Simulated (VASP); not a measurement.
Set up this calculation in VASP 6.6.1, as the native input.

```
Task                   : single point
Functional             : PBEsol
Potentials or basis    : VASP PAW PBE potentials, release 64 (Cr_pv)
Cutoff                 : 520 eV
k mesh                 : 20 × 20 × 20
Occupations            : gaussian, width 0.1 eV
Spin                   : no spin polarisation
Dipole correction      : no
Further INCAR settings : ALGO = Fast; EDIFF = 1e-07; NBANDS = 12
```

The structure of Cr lies in POSCAR:

```
Cr
1.0
   -1.4916282854      1.4916282854      1.4916282854
    1.4916282854     -1.4916282854      1.4916282854
    1.4916282854      1.4916282854     -1.4916282854
Cr
1
Direct
    0.0000000000      0.0000000000      0.0000000000
```

The cell isn't the ideal one: Mo replaced by Cr, lengths x 0.942, strained and moved within the space group.

The input as run:

INCAR

```
SYSTEM = Cr
PREC = Accurate
ENCUT = 520
EDIFF = 1E-7
ISMEAR = 0
SIGMA = 0.1
LREAL = .FALSE.
LASPH = .TRUE.
NELM = 60
ALGO = Fast
ISIF = 2
LWAVE = .FALSE.
LCHARG = .FALSE.
GGA = PS
NBANDS = 12
```

KPOINTS

```
regular mesh
0
G
  20 20 20
  0 0 0
```

Potentials or basis: VASP PAW PBE potentials, release 64 (Cr_pv).

Launch:

```sh
$ cat potpaw_PBE.64/Cr_pv/POTCAR > POTCAR
$ mpirun -np 1 vasp_std > vasp.out
```

It gave:

The pressure is -34.2 GPa and the band gap on the k mesh is none (metal or under the smearing width).

Caveat: the cell as given lies far from equilibrium; so large a pressure means that the cell lies far from this level's equilibrium, or that cutoff or potentials fall short; the potentials were made for another functional, which shifts forces and pressure; the run has no spin polarisation, though such a crystal can be magnetic.

Run time: 22 s on 1 thread of Intel(R) Xeon(R) Platinum 8488C (Sapphire Rapids), on a shared host, peak memory 0.15 GiB.
